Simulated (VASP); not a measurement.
# CdSe (F-43m) in VASP: a series of runs, part 2 of 2

VASP 6.6.1.

**3. Band structure, HSE06**

Input file POSCAR:

```
CdSe                                    
1.0
    0.0000000000      3.0462087307      3.0462087307
    3.0462087307      0.0000000000      3.0462087307
    3.0462087307      3.0462087307      0.0000000000
  Cd              Se            
     1     1
Direct
     0.0000000000000000    0.0000000000000000    0.0000000000000000
     0.7500000000000000    0.7500000000000000    0.7500000000000000
```

Input file INCAR.step1:

```
PREC = Accurate ; ENCUT = 520
EDIFF = 1E-5 ; ISMEAR = 0
SIGMA = 0.03 ; LREAL = False
LASPH = True ; NELM = 80
ALGO = Normal ; ISIF = 2
LWAVE = True ; LCHARG = False
NBANDS = 16 ; KPAR = 4
GGA = PE
```

Input file INCAR.step2:

```
PREC = Accurate ; ENCUT = 520
EDIFF = 1E-7 ; ISMEAR = 0
SIGMA = 0.03 ; LREAL = False
LASPH = True ; NELM = 80
ALGO = Normal ; ISIF = 2
LWAVE = False ; LCHARG = False
GGA = PE ; LHFCALC = True
HFSCREEN = 0.2 ; PRECFOCK = Fast
NBANDS = 16 ; KPAR = 4
ISTART = 1
```

Input file KPOINTS:

```
Automatic mesh
0
Gamma
  6 6 6
```

Input file KPOINTS_OPT:

```
explicit points
6
Reciprocal
 0.0000000000  0.0000000000  0.0000000000 1
 0.3750000000  0.3750000000  0.7500000000 1
 0.5000000000  0.5000000000  0.5000000000 1
 0.6250000000  0.2500000000  0.6250000000 1
 0.5000000000  0.2500000000  0.7500000000 1
 0.5000000000  0.0000000000  0.5000000000 1
```

Potentials or basis: VASP PAW PBE potentials, release 64 (Cd, Se).

Command:

```
$ cat potpaw_PBE.64/Cd/POTCAR potpaw_PBE.64/Se/POTCAR > POTCAR
$ cp INCAR.step1 INCAR
$ mpirun -np 4 vasp_std > vasp.out
$ cp INCAR.step2 INCAR
$ mpirun -np 4 vasp_std > vasp.out
```

OUTCAR:

```text
PREC = Accurate
   ENCUT = 520
   EDIFF = 1E-7
   ISMEAR = 0
   LREAL = False
   LASPH = True
   NELM = 80
   ISIF = 2
   GGA = PE
   LHFCALC = True
   HFSCREEN = 0.2
   PRECFOCK = Fast
   ISTART = 1

 ion  position               nearest neighbor table
   1  0.000  0.000  0.000-   2 2.64   2 2.64   2 2.64   2 2.64
   2  0.750  0.750  0.750-   1 2.64   1 2.64   1 2.64   1 2.64

  LATTYP: Found a face centered cubic cell.
 ALAT       =     6.0924174614

  Lattice vectors:

 A1 = (   0.0000000000,   3.0462087307,   3.0462087307)
 A2 = (   3.0462087307,   0.0000000000,   3.0462087307)
 A3 = (   3.0462087307,   3.0462087307,   0.0000000000)

Analysis of symmetry for initial positions (statically):
[... 5 lines left out ...]
 face centered cubic supercell.

 Subroutine GETGRP returns: Found 24 space group operations
 (whereof 24 operations were pure point group operations)
 out of a pool of 48 trial point group operations.

The static configuration has the point symmetry T_d .

Analysis of symmetry for dynamics (positions and initial velocities):
[... 154 lines left out ...]
  ---------------------------------------------------
  free energy    TOTEN  =        -6.85892352 eV

  energy without entropy =       -6.85892352  energy(sigma->0) =       -6.85892352

 E-fermi :   0.4434     XC(G=0):  -7.3597

 val. band max:        0.2955209901   @ k =   0.0000   0.0000   0.0000
 cond. band min:       1.8509383679   @ k =   0.0000   0.0000   0.0000
 fundamental gap:      1.5554173778
 Fermi energy:         0.4433700258

 k-point     1 :       0.0000    0.0000    0.0000
  band No.  band energies     occupation
      1     -13.3838      2.00000
      2      -8.8268      2.00000
      3      -8.8268      2.00000
      4      -8.8268      2.00000
      5      -8.4557      2.00000
      6      -8.4556      2.00000
[... 281 lines left out ...]
      3      -8.6279      2.00000
      4      -8.5197      2.00000
      5      -8.4299      2.00000
      6      -7.9469      2.00000
[... 8 lines left out ...]
     15      14.3485      0.00000
     16      14.5762      0.00000

------------------------ aborting loop because EDIFF is reached ----------------------------------------

  FORCE on cell =-STRESS in cart. coord.  units (eV):
  Direction    XX          YY          ZZ          XY          YZ          ZX
  --------------------------------------------------------------------------------------
  -------------------------------------------------------------------------------------
  Total        0.5474629      0.5474629      0.5474629      0.0000000      0.0000000     -0.0000000
  in kB       15.5151629     15.5151629     15.5151629      0.0000000      0.0000000     -0.0000000
  external PRESSURE =      15.5151629 kB  Pullay stress =       0.0000000 kB

 VOLUME and BASIS-vectors are now :
 -----------------------------------------------------------------------------
  energy-cutoff  :      520.00
  volume of cell :       56.53
      direct lattice vectors                 reciprocal lattice vectors
     0.000000000  3.046208731  3.046208731    -0.164138457  0.164138457  0.164138457
     3.046208731  0.000000000  3.046208731     0.164138457 -0.164138457  0.164138457
     3.046208731  3.046208731  0.000000000     0.164138457  0.164138457 -0.164138457

 POSITION                                       TOTAL-FORCE (eV/Angst)
 -----------------------------------------------------------------------------------
      0.00000      0.00000      0.00000        -0.000000     -0.000000     -0.000000
      4.56931      4.56931      4.56931         0.000000      0.000000      0.000000
 -----------------------------------------------------------------------------------
    total drift:                               -0.000017     -0.000018     -0.000012

  FREE ENERGIE OF THE ION-ELECTRON SYSTEM (eV)
  ---------------------------------------------------
  free  energy   TOTEN  =        -6.8589235217 eV

  energy  without entropy=       -6.8589235217  energy(sigma->0) =       -6.85892352
```

Wall time 9.1 min (4 MPI ranks of Intel Xeon Platinum 8488C (Sapphire Rapids), shared host); peak memory 0.31 GiB.

What came out:

- Free energy: -6.8589 eV
- Pressure: 1.6 GPa
- Band gap on the k mesh: 1.56 eV, direct
- Band gap along the path: 1.56 eV, direct

Caveat: the PAW data sets were made with another functional, which shifts forces and pressure a little.
